## Results and discussion

### Counting the layers that lose their register

A slip across one basal plane disturbs one pair of adjacent layers and two pairs of layers that lie two apart. In hexagonal close-packed titanium the layers repeat as ABAB, so each layer sits in the hollows of its neighbour and exactly above the layer after that. A slip can therefore cost energy in two ways: by pushing neighbouring layers out of their hollows, and by spoiling the alignment of the more distant ones. The first is a matter of contact, the second of stacking.

This count matters because the calculation, a density-functional one at the PBE level, slides the upper layers rigidly. Distances between layers stay fixed, and only their sideways offsets change. The fault energy is the cost per area of the plane. The shear traction is the slope of that energy along the slip, and it is negative where the energy falls as the slip grows.

Ti, 6 atoms in the cell, hcp type, space group P6_3/mmc (194), conventional a = 2.938, c = 4.651 Å, 17.39 Å³ an atom. Rigid slide of a crystal across a plane by tilting cell vector c, one fault a cell, unrelaxed. Ansatz 0.2.0, plane-wave PAW, scalar-relativistic; functional PBE; no spin polarisation; cutoff 420 eV; k mesh 23×23×5; Gaussian smearing of 0.15 eV; the scan starts from the relaxed cell; slip vector (1, 1) multiples of cell vectors a and b.

| slip (fraction of the slip vector) | fault energy (mJ/m²) | shear traction (GPa (slope of the fault energy along the slip)) |
| --- | --- | --- |
| 0 | 0 | 0.000 |
| 0.1667 | 506 | 8.780 |
| 0.3333 | 1126 | 0.000 |
| 0.5000 | 639 | -6.350 |
| 0.6667 | 295 | 0.000 |
| 0.8333 | 346 | -4.370 |

The space group named above the table is that of the undisturbed crystal; the slid cells have lower symmetry. Slip 1 would restore the crystal, so the path is a closed loop. Slips of one third and two thirds lie equally far from the perfect crystal, one in each sense of sliding. Yet the first costs 1126 mJ/m² and the second only 295. Three explanations can be held against these two rows and the row at 0.8333.

### The tempting answer: one smooth hill

The Frenkel picture treats the slip as a ride over a single hill, with an energy proportional to $\sin^2(\pi x)$, where $x$ is the slip as a fraction of the slip vector. It is attractive because it turns a single height into an estimate of the ideal shear strength. With its best height it even gives a traction of −4.6 GPa at 0.8333, close to the computed −4.37.

That agreement is an accident of one row. A single hill has its top at half slip, where the traction should vanish, but the computed traction there is −6.35 GPa. The hill also makes the energies at one third and two thirds equal, although they differ almost fourfold. The period of the crystal fixes where the path closes, but it does not make the energy a single sine in between.

### The half-right answer: contact at the cut

The second explanation looks only at the two layers that face each other. At one third, atoms of the upper layer stand directly on atoms of the lower one. The shortest distance shrinks from 2.88 Å in the crystal to 2.33 Å, and strong repulsion between such close atoms is the natural cause of the peak. At two thirds, the upper layer has dropped into the other set of hollows, and the shortest distance is back at its value in the crystal.

Contact thus explains why the peak stands where it does and why two thirds is cheap. It also makes a sharper claim that can be tested. Two triangular layers shifted by equal amounts to either side of the on-top position are the same pair seen after half a turn, so they must have the same energy. If only this pair counted, the fault at two thirds would cost nothing, because it mirrors the perfect crystal.

The computed 295 mJ/m² refutes that. The rows at 0.1667 and 0.5 tell the same story: they have equal shortest distances, but their energies are 506 and 639 mJ/m². Something beyond the facing pair distinguishes the two sides of the peak.

### The better answer: contact plus stacking

The stacking sequence shows what else has changed. Before the slip, the layers around the cut read AB|AB. At two thirds they read AB|CA, so each layer still rests in hollows, but neither of the two pairs two apart is aligned any longer. Locally the order is that of a face-centred cubic crystal. The 295 mJ/m² is the price of this cubic-like strip inside a hexagonal crystal.

That the price comes from beyond the facing layers follows from the symmetry argument. That it comes mainly from layers two apart is a plausible reading, which the series does not isolate. In transition metals the filling of the d band helps to decide which close-packed stacking is preferred. The bonding electrons are shared over several layers and respond to the order of the stack even when nearest-neighbour distances are unchanged.

A simple model puts the two costs together. The smoothest function with the symmetry of a triangular layer is a sum of three cosines. Along this slip direction two of them coincide, which gives

$$f(u)=\frac{2\cos 2\pi u+\cos 4\pi u+1.5}{4.5}.$$

Here $u$ is the offset of two layers from exact alignment, as a fraction of the slip vector. The function is 1 for aligned layers and 0 for layers in hollows. Facing layers become aligned at $x=1/3$ and pay for it; layers two apart start aligned and pay for losing it. The energy is then

$$E(x)=P\,f(x-1/3)+Q\,[1-f(x)].$$

The row at two thirds contains only the stacking cost, so $Q=295$ mJ/m². The row at one third contains both costs in full, so $P=1126-295=831$ mJ/m². These two rows fix the model; the other three faulted rows test it.

### A worked row: slip 0.8333

At this slip the facing layers are half a period from the on-top position, and $f(1/2)=1/9$. The layers two apart are one sixth of a period from alignment, where $f=4/9$, so they pay the remaining 5/9 of the stacking cost. The estimate is

$$E(5/6)=\frac{831}{9}+\frac{5\times 295}{9}\approx 256\ \text{mJ/m}^2.$$

The computed value is 346 mJ/m², so the estimate is about a quarter too low. This is the poorest of the three predictions; the other two lie within about 5 % of the computed energies. Over these three rows the typical (root-mean-square) miss is 54 mJ/m². The output printed below compares the three explanations row by row.

The same row shows most clearly what stacking does. For the facing pair alone, 0.8333 is a point of balance between two equivalent sets of hollows, so contact gives no traction there. The computed −4.37 GPa must come from the rest of the stack, which draws the crystal back towards its hexagonal order. The model has the right sign but only about two thirds of the size. At the other two slips with a non-zero traction it errs the other way and overshoots by more than a fifth.

### Where adding layer pairs breaks down

The tractions allow a test that does not depend on the chosen cosines. Suppose the energy were any sum of terms for pairs of layers, however far apart. Each term would be symmetric about the slip that aligns its pair, which is 0, one third or two thirds. Of the slips 0.1667, 0.5 and 0.8333, one then lies half a period from alignment and has no slope, while the other two lie on opposite sides and their slopes cancel.

The three tractions should therefore add up to zero, but

$$8.78-6.35-4.37=-1.94\ \text{GPa}.$$

Taken at face value, this means that the cost of shifting one pair depends on how the other layers are arranged. Such behaviour is natural in a metal, whose bonding is not a sum of separate springs. The contact and stacking parts are a useful way to sort the energy, not two forces that exist independently.

### What this means for sliding

The easy route to the fault avoids the on-top position by sliding in the reverse sense, from slip 1 back to two thirds. A smooth curve through the neighbouring energies and tractions puts its barrier near slip 0.79, at roughly 390 mJ/m². The on-top peak is almost three times as high. The largest traction in the table, 8.78 GPa, lies on the way to that peak and should not be used as the shear strength of the easy route.

These heights belong to a rigid crystal with a fault every six layers, and no thicker cell was run to test that spacing. At the on-top position the largest force on an atom is about 1.7 eV/Å, whereas at two thirds it is only about 0.06 eV/Å. Letting the layers move apart would therefore lower the peak far more than the fault energy. The contrast between the two directions would shrink, but its origin in contact would remain.

The rule carries over to the next basal plane of the same crystal. There the order of the two facing layers is reversed, A below B instead of B below A, so the easy sense of sliding reverses too. To guess the outcome of a slip, first ask whether facing atoms end on top of each other or in hollows; this settles the large cost. Then ask whether the layers two apart keep their alignment; if they lose it, as here, even a well-packed fault can cost energy.

Output of the analysis:

```
Fault energies in mJ/m2 and shortest distance in angstrom:
     row  shortest distance  computed  single sine  contact only  contact plus stacking  miss of last model
     0.0              2.878         0            0             0                      0                   0
  0.1667              2.475       506        213.1         528.4                  533.2               27.22
  0.3333              2.325      1126        639.2          1189                   1126                   0
     0.5              2.475       639        852.3         528.4                  631.6              -7.444
  0.6667              2.878       295        639.3             0                    295                   0
  0.8333              2.751       346        213.1         132.1                  256.2              -89.78
Shear tractions in GPa:
     row  computed  single sine  contact only  contact plus stacking
     0.0         0            0     2.173e-15              1.519e-15
  0.1667      8.78        4.556          11.3                   10.7
  0.3333         0        4.556             0              5.391e-16
     0.5     -6.35    6.443e-16         -11.3                 -7.897
  0.6667         0       -4.556    -2.173e-15             -2.607e-16
  0.8333     -4.37       -4.556     7.989e-16                 -2.803
Length of the full slip vector in angstrom: 5.09
Best height of the single sine in mJ/m2: 852.3
Best height of the contact-only curve in mJ/m2: 1189
Contact part at the on-top position in mJ/m2: 831
Rms miss of the single sine over the five faulted rows in mJ/m2: 317.6
Rms miss of contact only over the five faulted rows in mJ/m2: 172.9
Rms miss of contact plus stacking over the five faulted rows in mJ/m2: 42.09
Rms miss of contact plus stacking over the three predicted rows in mJ/m2: 54.33
Energy at 1/3 over energy at 2/3: 3.817
Computed energy at 1/2 less that at 1/6 in mJ/m2: 133
Same difference from contact plus stacking in mJ/m2: 98.33
Sum of the tractions at 1/6 and 1/2 and 5/6 in GPa (zero for any layer-pair sum): -1.94
Estimated slip at the top of the easy barrier (cubic interpolation): 0.7898
Estimated height of the easy barrier in mJ/m2: 390.2
On-top energy over estimated easy barrier: 2.885
```
